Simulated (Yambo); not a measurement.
SiC (Moissanite):

```
Si C
1.0
     3.07600    0.00000    0.00000
    -1.53800    2.66389    0.00000
     0.00000    0.00000    5.04800
Si C
2 2
Cartesian
  1.5380 0.8880 2.5240
  0.0000 1.7759 0.0000
  1.5380 0.8880 4.4675
  0.0000 1.7759 1.9435
```

Base run:

| Property | Result |
| --- | --- |
| Program | Yambo 5.3.0 |
| Functional | PBE |
| Potentials or basis | PseudoDojo 0.4.1 SR PBE standard |
| Cutoff | 1116 eV |
| Density cutoff | 4463 eV |
| k mesh | 6 × 6 × 4 |
| Occupations | fixed |
| Spin | no spin polarisation |

Its results: band gap on the k mesh, mean-field level 2.33 eV, indirect (least direct gap 4.09 eV).

The run is repeated on the same cell with these changes: functional from PBE to PBEsol; potentials or basis from PseudoDojo 0.4.1 SR PBE standard to PseudoDojo 0.4.1 SR PBEsol standard. What comes out?

Band gap on the k mesh, mean-field level 2.17 eV, indirect (least direct gap 3.96 eV).

A k mesh can miss the band edges.
